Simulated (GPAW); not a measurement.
Runs of GPAW 26.7.0 on ZnO (zincite). The structure is hexagonal, space group P6_3mc (No. 186). Conventional cell: a = 3.249 Å, b = 3.249 Å, c = 5.206 Å, α = 90.00°, β = 90.00°, γ = 120.00°. Around Zn (site symmetry 3m) lie 4 O at 1.97 to 1.98 Å. O (site symmetry 3m) is surrounded by 4 Zn at 1.97 to 1.98 Å. 

```csv
task,level,potentials or basis,k mesh,cutoff (eV),maxiter,band path,band points,grid spacing,gap on the mesh (eV),pressure (GPa),largest force (eV/Å)
band structure,BEEF-vdW,"GPAW PAW data sets (gpaw-data 1.2.1), pw",6 × 6 × 3,800,150,"GMKGALHA,LM,KH",100,-,(b),-,(a)
band structure,PBE,"GPAW PAW data sets (gpaw-data 1.2.1), lcao:dzp",6 × 6 × 3,-,150,"GMKGALHA,LM,KH",100,0.2 Å,0.78,-,-
single point,PBE,"SG15 ONCV 1.2, pw",8 × 8 × 4,800,80,-,-,-,0.86,-16.3,0.14
band structure,PBE,"GPAW PAW data sets (gpaw-data 1.2.1), lcao:dzp",6 × 6 × 3,-,150,"GMKGALHA,LM,KH",60,0.16 Å,0.78,-,-
band structure,WC,"PAW data sets generated in the run's folder for this functional, pw",6 × 6 × 3,800,150,"GMKGALHA,LM,KH",80,-,0.68,-1.9,(c)
```

Alike in all rows: no spin polarisation; cell as given; smearing fermi-dirac 0.05 eV.

Q: Estimate the missing entries.

A: (a) 0.09; (b) 1.07; (c) 0.06.

Caveats: the real-space grid adds noise to forces (some runs); the forces don't sum to zero, a sign of grid noise (some runs); the basis of atomic orbitals isn't converged, which shifts pressures, moduli and gaps (some runs); the PAW data sets were made with another functional, which shifts forces and pressure a little (some runs); so large a pressure means that the cell lies far from this level's equilibrium, or that cutoff or potentials fall short (some runs).

A k mesh can miss the band edges.

Not every run made on this cell is shown here.
